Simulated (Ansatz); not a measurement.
Runs of Ansatz 0.2.0 on Nb. The structure is cubic, space group Fm-3m (No. 225). The conventional cell has a = 4.230 Å, b = 4.230 Å, c = 4.230 Å, α = 90.00°, β = 90.00°, γ = 90.00°. Nb (site symmetry m-3m) is surrounded by 12 Nb at 2.99 Å. This isn't the form of Nb at room conditions, which is bcc.

| task | level | spin | cell | cutoff (eV) | smearing | moments locked | basis error allowed | other keys | gap on the mesh (eV) | pressure (GPa) | moment (μB) |
| --- | --- | --- | --- | --- | --- | --- | --- | --- | --- | --- | --- |
| single point | PBE | collinear, random start | cell stretched | 240 | gaussian 0.025 eV | - | 0.0001 eV/atom | hamiltonian.pseudopotentials.lapw.basis_error = 0.0001 | none | -12.3 | 0.00 |
| single point | PBE | off | as given | 200 | fermi-dirac 0.05 eV | - | 0.001 eV/atom | - | none | (a) | - |
| band structure | PBE exchange only | collinear, random start, moments held on the sites | volume scaled by 1.25 | 158 | fermi-dirac 0.1 eV | each atom's moment, at its start value | 0.002 eV/atom | - | - | - | 0.73 |
| single point | PBE | off | cell strained at random at fixed volume | 218 | fermi-dirac 0.05 eV | - | 0.001 eV/atom | - | none | -2.2 | - |

Alike in all rows: potentials or basis all-electron LAPW, scalar-relativistic; k mesh 11 × 11 × 11.

Problem. Fill in the values left out.

Solution. (a) -1.8.

Caveats: the starting moments weren't kept (some runs); the SCF stop doesn't bound the stress (some runs); each atom's moment is held at its typed value, so this isn't a free magnetic state (some runs).

A k mesh can miss the band edges, and the runs leave out spin-orbit coupling on Nb.

A gap of «none» marks a metal or a gap under the smearing width.

The runs don't all hold the same shells in valence.
